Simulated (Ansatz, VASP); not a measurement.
Two plane-wave programs on W

```
CELL_PARAMETERS angstrom
0.00000 2.03000 2.03000
2.03000 0.00000 2.03000
2.03000 2.03000 0.00000
ATOMIC_POSITIONS crystal
W 0.00000 0.00000 0.00000
```

This isn't the form of W at room conditions, which is bcc.

Alike in both runs: task single point; functional PBEsol; k mesh 11 × 11 × 11; occupations fermi-dirac, width 0.05 eV; no spin polarisation.

|  | VASP | Ansatz |
| --- | --- | --- |
| version | VASP 6.6.1 | Ansatz 0.2.0 |
| potentials or method | VASP PAW PBE potentials, release 64 (W_sv) | Ansatz PAW |
| plane-wave cutoff (eV) | 520 | 420 |
| valence electrons in the cell | 14 | 14 |

|  | VASP | Ansatz | Ansatz less VASP |
| --- | --- | --- | --- |
| gap on the k mesh at the Fermi level (eV) | none | none | - |
| pressure (GPa) | -12.3 | -12.7 | -0.42 |

A gap of «none» marks a metal or a gap that the smearing closes.

Caveats: the PAW data sets were made with another functional, which shifts forces and pressure a little (VASP); the PAW data sets come from PBE, with cores solved anew for the run's functional, which leaves a small shift of forces and pressure (Ansatz). The runs have no spin-orbit coupling, so splittings on W are missing.
